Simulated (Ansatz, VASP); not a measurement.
# One calculation of AlN, two programs

```
Al N
1.0
     3.09533    0.00000    0.00000
    -1.54766    2.68063    0.00000
     0.00000    0.00000    4.94703
Al N
2 2
Cartesian
  0.0000 1.7871 -0.0059
  1.5477 0.8935 2.4676
  0.0000 1.7871 1.8858
  1.5477 0.8935 4.3593
```

Alike in both runs: task single point; functional PBEsol; k mesh 8 × 8 × 6; no spin polarisation.

|  | VASP | Ansatz |
| --- | --- | --- |
| version | VASP 6.6.1 | Ansatz 0.2.0 |
| potentials or method | VASP PAW PBE potentials, release 64 (Al, N), cutoff 520 eV | all-electron LAPW, scalar-relativistic |
| occupations | gaussian, width 0.01 eV | fixed |

Ansatz gave:

```
gap on the k mesh at the Fermi level (eV) : 4.26
pressure (GPa)                            : 3.8
```

Task: What did VASP give for the same quantities?

Result: gap on the k mesh at the Fermi level (eV): 4.27; pressure (GPa): 4.0.

Ansatz ran all-electron here, so the differences hold the error of VASP's frozen core and of both bases.

Caveats: the PAW data sets were made with another functional, which shifts forces and pressure a little (VASP). A hybrid or GW would open this gap; PBEsol tends to underestimate it. A k mesh can miss the band edges.
